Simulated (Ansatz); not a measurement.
SnSe2:

```xyz
3
Lattice="3.8110 0.0000 0.0000 -1.9055 3.3004 0.0000 0.0000 0.0000 6.1360" Properties=species:S:1:pos:R:3 pbc="T T T"
Sn    0.0000    0.0000    0.0000
Se    1.9055    1.1001    4.6081
Se    0.0000    2.2003    1.5279
```

```yaml
Program: Ansatz 0.2.0
Task: relaxation of cell and atoms
Functional: PBEsol
Dispersion: D3(BJ)
Potentials_or_basis: Ansatz PAW
Cutoff: "420 eV (not typed: the program's choice for these potentials)"
k_mesh: 8 × 8 × 5
Occupations: fermi-dirac, width 0.05 eV
Spin: no spin polarisation
```

At the start: volume 25.73 Å³/atom.

Problem. How do energy, volume and symmetry change on relaxing?

Solution. It ends after 7 steps and the volume is 23.91 Å³/atom (-7.1 %); space group P-3m1 (No. 164, to 0.05 Å).

The path:
| step | energy change (eV) | largest force (eV/Å) | volume (Å³) |
| --- | --- | --- | --- |
| 1 | 0.0000 | 0.6138 | 77.18 |
| 2 | -0.0628 | 0.0356 | 74.56 |
| 3 | -0.0761 | 0.0037 | 72.34 |
| 4 | -0.0790 | 0.0050 | 71.44 |
| 5 | -0.0794 | 0.0042 | 71.71 |
| 6 | -0.0794 | 0.0002 | 71.74 |
| 7 | -0.0783 | 0.0008 | 71.74 |

Final structure:
```cif
data_structure
_symmetry_space_group_name_H-M 'P 1'
_symmetry_Int_Tables_number 1
_cell_length_a 3.7926
_cell_length_b 3.7926
_cell_length_c 5.7588
_cell_angle_alpha 90.000
_cell_angle_beta 90.000
_cell_angle_gamma 120.000
_cell_volume 71.74
loop_
_atom_site_label
_atom_site_type_symbol
_atom_site_fract_x
_atom_site_fract_y
_atom_site_fract_z
_atom_site_occupancy
Sn1 Sn 0.00000 0.00000 0.00000 1
Se1 Se 0.66667 0.33333 0.72482 1
Se2 Se 0.33333 0.66667 0.27518 1
```

Caveat: the plane-wave basis is chosen anew once the cell has moved, so the energies of steps on either side of that aren't comparable; the PAW data sets come from PBE, with cores solved anew for the run's functional, which leaves a small shift of forces and pressure.
